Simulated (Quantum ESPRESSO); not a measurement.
Runs of Quantum ESPRESSO 7.5 on NbAs. Symmetry: I4_1md, No. 109, tetragonal system. Conventional cell: a = 3.452 Å, b = 3.452 Å, c = 11.680 Å, α = 90.00°, β = 90.00°, γ = 90.00°. Nb (site symmetry 2mm) is surrounded by 6 As at 2.60 to 2.63 Å. As (site symmetry 2mm) has 6 Nb at 2.60 to 2.63 Å as nearest neighbours. 

```csv
task,level,potentials or basis,U,k mesh,cutoff (eV),smearing,mixing beta,SCF threshold,symmetry,start of the occupations,hubbard projectors,mesh quality,gap on the mesh (eV),pressure (GPa),V0 of scaled cells (Å³/atom),B0 (GPa),largest force (eV/Å)
band structure,rev-vdW-DF2,PseudoDojo 0.4.1 SR PBE standard,-,9 × 9 × 9,1143,fermi-dirac 0.05 eV,0.5,8e-10 Ry,-,-,-,not flagged,none,0.9,-,-,0.29
single point,PBE,SSSP 1.3 efficiency PBE,-,11 × 11 × 11,748,fermi-dirac 0.05 eV,0.5,8e-10 Ry,-,-,-,not flagged,0.03,3.7,-,-,0.30
equation of state,r2SCAN,SG15 PBE 1.2,-,4 × 4 × 4,952,fermi-dirac 0.05 eV,0.5,1e-08 Ry,off,-,-,coarse,-,-,17.70,(b),-
band structure,r2SCAN,SG15 PBE 1.2,-,6 × 6 × 6,952,fermi-dirac 0.05 eV,0.5,1e-08 Ry,off,-,-,coarse,none,2.4,-,-,0.28
Hubbard U by linear response,PBEsol+U,GBRV 1.5 PBEsol,Nb d U = 6 eV,8 × 8 × 8,612,cold 0.272 eV,0.3,8e-10 Ry,-,default,ortho-atomic,coarse,none,2.1,-,-,0.14
band structure,LDA,GBRV 1.5 LDA,-,11 × 11 × 11,612,fermi-dirac 0.05 eV,0.5,8e-10 Ry,-,-,-,not flagged,none,-5.0,-,-,0.28
equation of state,LDA,GBRV 1.5 LDA,-,11 × 11 × 11,612,fermi-dirac 0.05 eV,0.5,8e-10 Ry,-,-,-,not flagged,-,-,16.93,187,-
equation of state,PBEsol,GBRV 1.5 PBEsol,-,11 × 11 × 11,612,fermi-dirac 0.05 eV,0.5,8e-10 Ry,-,-,-,not flagged,-,-,(a),179,-
```

Alike in all rows: no spin polarisation; cell as given.

Question: Fill in the values left out.

Answer: (a) 17.22; (b) 169.

Caveats: some runs use coarse meshes; the potentials were made for another functional, which shifts forces and pressure (some runs); the cell was scaled at fixed shape and fractional positions, which overstates the stiffness of a crystal with free parameters, most of all of layers and chains (some runs); an odd mesh through Γ misses points on the zone boundary, where band edges often lie (some runs); the computed U isn't converged in cell size (some runs); U without spin polarisation on a metal has little footing (some runs); the U is typed as a test and isn't derived for this compound (some runs); some levels on the path didn't converge (some runs).

A k mesh can miss the band edges, and the runs leave out spin-orbit coupling on As, Nb.

A gap of «none» marks a metal or a gap under the smearing width.

Not every run made on this cell is shown here.
